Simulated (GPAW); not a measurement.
Crystal: MgO.

```
CELL_PARAMETERS angstrom
0.00000 2.09700 2.09700
2.09700 0.00000 2.09700
2.09700 2.09700 0.00000
ATOMIC_POSITIONS crystal
Mg 0.00000 0.00000 0.00000
O 0.50000 0.50000 0.50000
```

The cell is a database's computed one.

Base run:

```yaml
Program: GPAW 26.7.0
Functional: LDA
Potentials_or_basis: the program's PAW data sets (release 1.2.1) made for this functional
Cutoff: 800 eV
Basis: pw
k_mesh: 11 × 11 × 11
Occupations: fermi-dirac, width 0.05 eV
Spin: no spin polarisation
```

Its results: band gap on the k mesh 4.80 eV, direct; pressure -3.7 GPa.

Question: The run is repeated on the same cell with these changes: functional from LDA to revPBE. What comes out?

Answer: Band gap on the k mesh 4.98 eV, direct; pressure 11.1 GPa.

revPBE binds less tightly than LDA, so the same cell stands under more pressure.
